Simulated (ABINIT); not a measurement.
Crystal: In.

```
In
1.0
    -1.62547    1.62547    2.47370
     1.62547   -1.62547    2.47370
     1.62547    1.62547   -2.47370
In
1
Direct
  0.00000 0.00000 0.00000
```

Base run:

* Program: ABINIT 10.8.3 (patched build)
* Functional: PW91
* Potentials or basis: JTH PAW PBE v2.0
* Cutoff: 707 eV
* k mesh: 11 × 11 × 11
* Occupations: fermi-dirac, width 0.05 eV
* Spin: no spin polarisation

Its results: band gap on the k mesh none (metal or under the smearing width); pressure 1.4 GPa.

**Question.** After a change of settings the same cell gave: band gap on the k mesh none (metal or under the smearing width); pressure -1.6 GPa. Which change was it?
A. functional from PW91 to PBEsol
B. functional from PW91 to RPBE
C. functional from PW91 to revPBE
D. functional from PW91 to LDA

**Answer.** A.

PBEsol binds more tightly than PW91, so the same cell stands under less pressure.

Caveats: the PAW data sets were made with another functional, which shifts forces and pressure a little; spin-orbit coupling is left out, which moves the levels of the heavy elements.
